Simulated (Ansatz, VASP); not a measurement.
**One calculation of Ag, two programs**

```
Ag
1.0
     0.00000    2.05264    2.05264
     2.05264    0.00000    2.05264
     2.05264    2.05264    0.00000
Ag
1
Direct
  0.00000 0.00000 0.00000
```

Alike in both runs: task single point; functional PBE; k mesh 18 × 18 × 18; occupations gaussian, width 0.1 eV; no spin polarisation.

|  | VASP | Ansatz |
| --- | --- | --- |
| version | VASP 6.6.1 | Ansatz 0.2.0 |
| potentials or method | VASP PAW PBE potentials, release 64 (Ag) | scalar-relativistic, plane waves, PAW |
| plane-wave cutoff (eV) | 520 | 420 |
| valence electrons in the cell | 11 | 19 |

```csv
,VASP,Ansatz,Ansatz less VASP
gap on the k mesh at the Fermi level (eV),none,none,-
pressure (GPa),3.0,3.1,+0.09
```

A gap of «none» marks a metal or a gap that the smearing closes. The two sets of potentials don't hold the same shells in valence.
